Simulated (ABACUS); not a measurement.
V:

```
CELL_PARAMETERS angstrom
-1.51435 1.51435 1.51435
1.51435 -1.51435 1.51435
1.51435 1.51435 -1.51435
ATOMIC_POSITIONS crystal
V 0.00000 0.00000 0.00000
```

| Quantity | Value |
| --- | --- |
| Program | ABACUS 3.10.1 |
| Task | single point |
| Functional | PBE |
| Potentials or basis | PseudoDojo NC SR 0.4.1 PBE standard |
| Cutoff | 1361 eV |
| Density cutoff | 5442 eV |
| Basis | DZP LCAO (the cutoffs set its grid) |
| k mesh | 12 × 12 × 12 |
| Occupations | fermi-dirac, width 0.05 eV |
| Spin | collinear spin, ferromagnetic start |
| Starting moments | [2.0] μB |

On this cell: pressure -4.4 GPa; net moment 0.00 μB per cell; band gap on the k mesh none (metal or under the smearing width).

The same run follows on a disturbed copy (cell strained at random at fixed volume):

```
V
1.0
    -1.51699    1.52013    1.57756
     1.49873   -1.47807    1.51724
     1.50658    1.46766   -1.53549
V
1
Direct
  0.01027 0.00456 0.99881
```

Question: What changes?

Answer: The energy (extrapolated to zero smearing) moves by +4.3 meV/atom; pressure -4.3 GPa; net moment 0.00 μB per cell; band gap on the k mesh none (metal or under the smearing width).

Stress tensor (GPa, compression positive):
```
-3.48  0.05  0.38
 0.05 -3.01 -0.54
 0.38 -0.54 -6.37
```

Caveats: the atomic orbitals were generated for these runs and aren't a published set; the basis of atomic orbitals isn't converged, which shifts pressures, moduli and gaps.
